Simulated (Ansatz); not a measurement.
Here is an Ansatz 0.2.0 calculation.

File run.py:

```python
import json

import ase.io
import numpy as np

import ansatz as az

atoms = ase.io.read("CdTe.cif")
atoms.info.pop("occupancy", None)
atoms.set_initial_magnetic_moments([0.57, 0.36, -0.38, -0.58, 0.0, 0.0, 0.0, 0.0])

calculation = (
    az.Crystal.from_ase(atoms)
    .calculation()
    .kpoints(4, 4, 4)
    .functional("lda")
    .pseudopotentials(kind="nc", accuracy="standard")
    .spin("collinear")
    .occupations(method="tetrahedron")
    .xc_energy_on_converged_density(("pbe", "pbesol", "rpbe", "revpbe", "blyp", "r2scan"))
    .forces()
    .stress()
)
outcome = calculation.run(threads=2, events_out="events.jsonl")

report = outcome.report
for line in open("events.jsonl"):
    event = json.loads(line)
    if event["event"] == "scf_iter":
        d = event["data"]
        print(f"SCF {d['iter']:3d}  HF = {d['harris_foulkes_ev']:.6f} eV  dr2 = {d['dr2_ev']:.2e} eV")
    elif event["event"] in ("relax_step", "md_step"):
        d = event["data"]
        print(f"{event['event']} {d['step']:3d}  E = {d['lagrangian_ev']:.6f} eV")
np.set_printoptions(precision=5, suppress=True, linewidth=110)
print("converged:", report["converged"], "after", report["n_iterations"], "iterations")
print(f"free energy {report['free_energy_ev']:.6f} eV, Fermi level {report['fermi_energy_ev']:.4f} eV")
for key in ("band_edges_ev", "magnetization_mub", "site_moments_mub", "site_moments_nc_mub", "forces_ev_ang",
                "stress_gpa"):
    if report.get(key) is not None:
        print(key, np.array(report[key]), sep="\n")
```

CdTe.cif

```cif
data_CdTe
_cell_length_a 6.41000000
_cell_length_b 6.41000000
_cell_length_c 6.41000000
_cell_angle_alpha 90.00000000
_cell_angle_beta 90.00000000
_cell_angle_gamma 90.00000000
_space_group_name_H-M_alt 'F-43m'
_space_group_name_Hall 'F -4 2 3'
_space_group_IT_number 216
loop_
_space_group_symop_operation_xyz
'x,y,z'
'y,-x,-z'
'-x,-y,z'
'-y,x,-z'
'x,-y,-z'
'y,x,z'
'-x,y,-z'
'-y,-x,z'
'z,x,y'
'-z,y,-x'
'z,-x,-y'
'-z,-y,x'
'-z,x,-y'
'z,y,x'
'-z,-x,y'
'z,-y,-x'
'y,z,x'
'-x,-z,y'
'-y,z,-x'
'x,-z,-y'
'-y,-z,x'
'x,z,y'
'y,-z,-x'
'-x,z,-y'
'x,y+1/2,z+1/2'
'y,-x+1/2,-z+1/2'
'-x,-y+1/2,z+1/2'
'-y,x+1/2,-z+1/2'
'x,-y+1/2,-z+1/2'
'y,x+1/2,z+1/2'
'-x,y+1/2,-z+1/2'
'-y,-x+1/2,z+1/2'
'z,x+1/2,y+1/2'
'-z,y+1/2,-x+1/2'
'z,-x+1/2,-y+1/2'
'-z,-y+1/2,x+1/2'
'-z,x+1/2,-y+1/2'
'z,y+1/2,x+1/2'
'-z,-x+1/2,y+1/2'
'z,-y+1/2,-x+1/2'
'y,z+1/2,x+1/2'
'-x,-z+1/2,y+1/2'
'-y,z+1/2,-x+1/2'
'x,-z+1/2,-y+1/2'
'-y,-z+1/2,x+1/2'
'x,z+1/2,y+1/2'
'y,-z+1/2,-x+1/2'
'-x,z+1/2,-y+1/2'
'x+1/2,y,z+1/2'
'y+1/2,-x,-z+1/2'
'-x+1/2,-y,z+1/2'
'-y+1/2,x,-z+1/2'
'x+1/2,-y,-z+1/2'
'y+1/2,x,z+1/2'
'-x+1/2,y,-z+1/2'
'-y+1/2,-x,z+1/2'
'z+1/2,x,y+1/2'
'-z+1/2,y,-x+1/2'
'z+1/2,-x,-y+1/2'
'-z+1/2,-y,x+1/2'
'-z+1/2,x,-y+1/2'
'z+1/2,y,x+1/2'
'-z+1/2,-x,y+1/2'
'z+1/2,-y,-x+1/2'
'y+1/2,z,x+1/2'
'-x+1/2,-z,y+1/2'
'-y+1/2,z,-x+1/2'
'x+1/2,-z,-y+1/2'
'-y+1/2,-z,x+1/2'
'x+1/2,z,y+1/2'
'y+1/2,-z,-x+1/2'
'-x+1/2,z,-y+1/2'
'x+1/2,y+1/2,z'
'y+1/2,-x+1/2,-z'
'-x+1/2,-y+1/2,z'
'-y+1/2,x+1/2,-z'
'x+1/2,-y+1/2,-z'
'y+1/2,x+1/2,z'
'-x+1/2,y+1/2,-z'
'-y+1/2,-x+1/2,z'
'z+1/2,x+1/2,y'
'-z+1/2,y+1/2,-x'
'z+1/2,-x+1/2,-y'
'-z+1/2,-y+1/2,x'
'-z+1/2,x+1/2,-y'
'z+1/2,y+1/2,x'
'-z+1/2,-x+1/2,y'
'z+1/2,-y+1/2,-x'
'y+1/2,z+1/2,x'
'-x+1/2,-z+1/2,y'
'-y+1/2,z+1/2,-x'
'x+1/2,-z+1/2,-y'
'-y+1/2,-z+1/2,x'
'x+1/2,z+1/2,y'
'y+1/2,-z+1/2,-x'
'-x+1/2,z+1/2,-y'
loop_
_atom_site_label
_atom_site_type_symbol
_atom_site_symmetry_multiplicity
_atom_site_Wyckoff_symbol
_atom_site_fract_x
_atom_site_fract_y
_atom_site_fract_z
_atom_site_occupancy
Te1 Te 4 c 0.2500000000 0.2500000000 0.2500000000 1
Cd1 Cd 4 a 0.0000000000 0.0000000000 0.0000000000 1
```

Potentials or basis: PseudoDojo standard.

Run with:

```sh
$ python run.py
```

Estimate the absolute moment.

0.00 μB per cell.

Estimate the net moment.

0.00 μB per cell.

Caveat: spin-orbit coupling is left out, which moves the levels of the heavy elements; with tetrahedron occupations forces and stress needn't match the slope of the energy; the starting moments weren't kept.

**Experimental background.**

A printed reference work, data compilation reports, for a bulk crystal of CdTe at 0 K: band gap 1.607 eV.

Measured gap of CdTe: 1.607 eV (0 K; a printed reference work, data compilation). This calculation gives 0.61 eV (-1.00 eV). Spin-orbit coupling on Cd, Te is left out. The value is that of LDA, without temperature or zero-point motion. Semilocal functionals fall short of measured gaps as a rule.
